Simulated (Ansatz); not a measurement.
One crystal and one scan (energy over volume and axial ratio) at two levels, PBE (plane waves to 420 eV, PAW, scalar-relativistic; Ansatz, a first-principles code) and PBEsol (plane waves to 420 eV, PAW, scalar-relativistic; Ansatz), each from its own relaxed cell and on its own mesh. The cell shown is that of PBE.

Li3N (Li3N type, space group P6/mmm)

```yaml
crystal:
  lattice:
    - [3.63435, 0.00000, 0.00000]
    - [-1.81718, 3.14744, 0.00000]
    - [0.00000, 0.00000, 3.86452]
  atoms:
    - { symbol: Li, position: [0.00000, 0.00000, 0.50000] }
    - { symbol: Li, position: [0.33333, 0.66667, 0.00000] }
    - { symbol: Li, position: [0.66667, 0.33333, 0.00000] }
    - { symbol: N, position: [0.00000, 0.00000, 0.00000] }
```

The relaxed cell is deformed in two ways at once: its volume V is scaled, and at that volume it is stretched along z (the c axis of the conventional cell) so that c/a changes. Fractional atomic positions are held.

The energy includes the smearing's −TS. Li3N was relaxed with its symmetry unable to fall. Percentages come from the unrounded values. Both scans cover V/V₀ from 0.920 to 1.080 and (c/a)/(c/a)₀ from 0.880 to 1.120.

```
quantity                                                                                        PBE  PBEsol     PBE − PBEsol
--------------------------------------------------------------------------------------------  -----  ------  ---------------
Lattice constant a (Å)                                                                        3.634   3.607  +0.027 (+0.8 %)
Lattice constant c (Å)                                                                        3.865   3.845  +0.020 (+0.5 %)
Relaxed volume (Å³/atom)                                                                      11.05   10.83   +0.22 (+2.0 %)
Modulus against c/a change at fixed volume, (3/4V)·∂²E/∂(ln c/a)² (fit, atoms clamped) (GPa)     68      70        -2 (-3 %)
```

PBE gives the higher value for: lattice constant a; lattice constant c; relaxed volume. Neither level is exact: the differences show how much the result hangs on the functional.

(A scan under strain: stresses follow from slopes of the energy per volume, elastic moduli from its curvatures.)
